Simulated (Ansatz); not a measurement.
A 3-atom cell of Li2O started from a crystallographic database, relaxed with r2SCAN, was run in Ansatz under altered settings. All numbers are computed, without spin polarisation but where a row says otherwise.

```xyz
3
Lattice="0.0000 2.2864 2.2864 2.2864 0.0000 2.2864 2.2864 2.2864 0.0000" Properties=species:S:1:pos:R:3 pbc="T T T"
Li    1.1432    1.1432    1.1432
Li    3.4296    3.4296    3.4296
O     0.0000    0.0000    0.0000
```

The base run's other keys:
```yaml
kpoints:
  mp_grid: { grid: [6, 6, 6] }
hamiltonian:
  xc: r2scan
scf:
  occupations: { method: fixed }
  n_extra_bands: 4
```

It takes 6 iterations with 609 plane waves at 500 eV and 16 k points, and leaves a mean stress of +0.01 GPa. The gap over this mesh is 5.767 eV. It ran on 4 threads of Arm Neoverse N1 (shared host).

Outcomes, with energy and stress as changes against the base:
```
                                               setting            outcome  ΔF (meV/atom)  Δ mean stress (GPa)  gap on the mesh (eV)  iterations  wall time
                     scf.occupations: fermi_dirac 0.05          converged            0.0                 0.00                 5.767           6     0.85 s
hamiltonian.pseudopotentials: nc (cutoff then 1290 eV)          converged              –                 0.00                 5.766           7      1.9 s
                                  scf.mixing.beta: 1.0          converged            0.0                 0.00                 5.767           6     0.86 s
                scf.occupations: methfessel_paxton 0.2          converged            0.0                 0.00                 5.767           6     0.87 s
                                        accuracy: high          converged            0.0                 0.00                 5.767           9      1.2 s
                                    basis.ecutwfc: 750          converged           -1.5                 0.00                 5.768           6      1.1 s
                                    basis.ecutwfc: 250  converged, warned           +614                -0.39                 5.406           7     0.68 s
                  scf.convergence.dr2_threshold: 1e-12          converged            0.0                 0.00                 5.767           9     0.97 s
                             scf.occupations: cold 0.5          converged            0.0                 0.00                 5.767           6     0.84 s
                 scf.convergence.dr2_threshold: 0.0001  converged, warned            0.0                  0.0                 5.767           6     0.89 s
                          hamiltonian.dispersion: d3bj  converged, warned           -128                -2.62                 5.767           6     0.85 s
                         hamiltonian.dispersion: rvv10          converged              –                -0.62                 5.707           6      1.4 s
                             scf.occupations: cold 1.5          converged            0.0                 0.00                 5.767          12      1.1 s
```
A dash marks a value that wasn't obtained or can't be compared. Stress is positive in compression. The base took 0.88 s.

- basis.ecutwfc: 750. 1139 plane waves in place of 609. The free energy moves by -1.5 meV an atom, the mean stress by 0.00 GPa and the gap on the mesh by +0.001 eV (to 5.768). The base cutoff was converged to that degree.
- basis.ecutwfc: 250. 181 plane waves in place of 609. The free energy moves by +614 meV an atom, the mean stress by -0.39 GPa and the gap on the mesh by -0.361 eV (to 5.406). The basis is too small: these are errors of the cutoff. Warned: cutoff below recommended.
- scf.convergence.dr2_threshold: 0.0001. It converges in 6 iterations, as the base does. Even so loose a threshold leaves the results unchanged here, which can't be counted on. Warned: force scf threshold loose, stress scf threshold loose.
- hamiltonian.dispersion: d3bj. The free energy moves by -128 meV an atom, the mean stress by -2.62 GPa and the gap on the mesh by 0.000 eV (to 5.767). A pairwise correction adds to energy, forces and stress and leaves the bands alone. Warned: dispersion damping borrowed.
- hamiltonian.dispersion: rvv10. The mean stress moves by -0.62 GPa and the gap on the mesh by -0.060 eV (to 5.707).

Within 1 meV an atom, 0.1 GPa and 0.005 eV of the base stay: scf.occupations: fermi_dirac 0.05; scf.mixing.beta: 1.0; scf.occupations: methfessel_paxton 0.2; accuracy: high; scf.convergence.dr2_threshold: 1e-12; scf.occupations: cold 0.5; scf.convergence.dr2_threshold: 0.0001; scf.occupations: cold 1.5.
